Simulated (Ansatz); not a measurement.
**Br: the crystal squeezed far**

The task here is to estimate one member of a computed series from the others.

Computed with Ansatz 0.2.0 (DFT PBE, with the methods named in each step, unless a step's input says otherwise).

**The structure to begin with**

The structure is cubic, space group Im-3m (No. 229). The conventional cell has a = 3.780 Å, b = 3.780 Å, c = 3.780 Å, α = 90.00°, β = 90.00°, γ = 90.00°. Br (site symmetry m-3m) has 8 Br at 3.27 Å in its first shell of neighbours.

Structure file:

```cif
data_structure
_symmetry_space_group_name_H-M 'Im-3m'
_symmetry_Int_Tables_number 229
_cell_length_a 3.7798
_cell_length_b 3.7798
_cell_length_c 3.7798
_cell_angle_alpha 90.000
_cell_angle_beta 90.000
_cell_angle_gamma 90.000
_cell_volume 54.00
loop_
_atom_site_label
_atom_site_type_symbol
_atom_site_symmetry_multiplicity
_atom_site_Wyckoff_symbol
_atom_site_fract_x
_atom_site_fract_y
_atom_site_fract_z
_atom_site_occupancy
Br1 Br 2 a 0.00000 0.00000 0.00000 1
```

The file gives the conventional cell by its symmetry; the runs use the cell typed in the input.

Whether this phase is the stable one at these pressures isn't tested.

Set-up of the first run:

Input file input.yaml:

```yaml
crystal:
  lattice:
    - [-1.8898815748, 1.8898815748, 1.8898815748]
    - [1.8898815748, -1.8898815748, 1.8898815748]
    - [1.8898815748, 1.8898815748, -1.8898815748]
  atoms:
    - { symbol: Br, position: [0.0, 0.0, 0.0] }
kpoints:
  mp_grid: { grid: [16, 16, 16] }
scf:
  occupations: { method: fermi_dirac, width: 0.08 }
hamiltonian:
  xc: pbe
  pseudopotentials: { kind: paw }
output:
  forces: true
  stress: true
relax:
  f_tol: 0.005
  max_steps: 40
  cell: {}
```

Started as:

```
> ansatz run input.yaml --threads 1 --pin off --max-ram 2048MiB --backend cpu --events-out ev --progress --plain --runs-dir out
```

Among the steps run: Cell relaxed at zero pressure, PAW; Volume scaled by 1, PAW; Volume scaled by 0.9, PAW; Volume scaled by 0.8, PAW; Volume scaled by 0.7, PAW; Volume scaled by 0.6, PAW; Volume scaled by 0.5, PAW; Volume scaled by 0.4, PAW; Volume scaled by 0.4, PAW (core large).

One table of the session follows, with a row left open; its other results are not shown here.

 The rows PAW, 0.4 and PAW (core large), 0.4 agree to the last digit and may rest on the same set-up.

```
          method  volume over the first  volume (Å³/atom)  pressure (GPa)
             PAW                      1            26.833            0.00
             PAW                    0.9            24.150            3.86
             PAW                    0.8            21.467           11.19
             PAW                    0.7            18.783           25.19
             PAW                    0.6                 ?               ?
             PAW                    0.5            13.417          110.50
             PAW                    0.4            10.733          241.34
PAW (core large)                    0.4            10.733          241.34
```

Q: Estimate the row for PAW, 0.6 from the others.

As computed: volume (Å³/atom): 16.100; pressure (GPa): 52.87. In the column «volume (Å³/atom)» it lies between PAW, 0.5 (13.417) and PAW, 0.7 (18.783).

Limits of these values: Warnings in the runs' records: datasets by core.
